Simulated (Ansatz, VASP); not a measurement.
HfN: VASP beside Ansatz

The input INCAR:

```
SYSTEM = HfN
PREC     = Accurate       ! precision mode
ENCUT    = 520            ! plane-wave cutoff, eV
EDIFF    = 1E-6           ! SCF threshold, eV
ISMEAR   = 0              ! smearing method
SIGMA    = 0.1            ! smearing width, eV
LREAL    = .FALSE.        ! projectors in reciprocal space
LASPH    = .TRUE.         ! aspherical terms in the spheres
NELM     = 60             ! most SCF steps
ALGO     = Normal         ! electronic algorithm
ISIF     = 2              ! what is computed and relaxed
LWAVE    = .FALSE.        ! write WAVECAR
LCHARG   = .FALSE.        ! write CHGCAR
GGA      = PE             ! functional
NBANDS   = 14             ! bands
```

The input KPOINTS:

```
Automatic mesh
0
G
  16 16 16
  0 0 0
```

File POSCAR:

```
HfN
1.0
    0.0000000000      2.2560000000      2.2560000000
    2.2560000000      0.0000000000      2.2560000000
    2.2560000000      2.2560000000      0.0000000000
Hf N
1 1
Direct
    0.0000000000      0.0000000000      0.0000000000
    0.5000000000      0.5000000000      0.5000000000
```

Input for Ansatz:

```yaml
crystal:
  lattice:
    - [0.0, 2.256, 2.256]
    - [2.256, 0.0, 2.256]
    - [2.256, 2.256, 0.0]
  atoms:
    - { symbol: Hf, position: [0.0, 0.0, 0.0] }
    - { symbol: "N", position: [0.5, 0.5, 0.5] }
basis:
  ecutwfc: 420
kpoints:
  mp_grid: { grid: [16, 16, 16] }
hamiltonian:
  xc: pbe
scf:
  occupations: { method: gaussian, width: 0.1 }
output:
  forces: true
  stress: true
  eigenvalues: true
  populations: true
```

Alike in both runs: task single point; functional PBE; k mesh 16 × 16 × 16; occupations gaussian, width 0.1 eV; no spin polarisation.

|  | VASP | Ansatz |
| --- | --- | --- |
| version | VASP 6.6.1 | Ansatz 0.2.0 |
| potentials or method | VASP PAW PBE potentials, release 64 (Hf_pv, N) | scalar-relativistic, plane waves, PAW |
| plane-wave cutoff (eV) | 520 | 420 |
| valence electrons in the cell | 15 | 31 |

Ansatz gave:

| Property | Result |
| --- | --- |
| gap on the k mesh at the Fermi level (eV) | none |
| pressure (GPa) | 6.6 |

Problem. Which values does VASP return?

Solution. gap on the k mesh at the Fermi level (eV): none; pressure (GPa): 4.1.

A gap of «none» marks a metal or a gap that the smearing closes. The two sets of potentials don't hold the same shells in valence.

Spin-orbit coupling is left out, which matters for the levels of Hf.
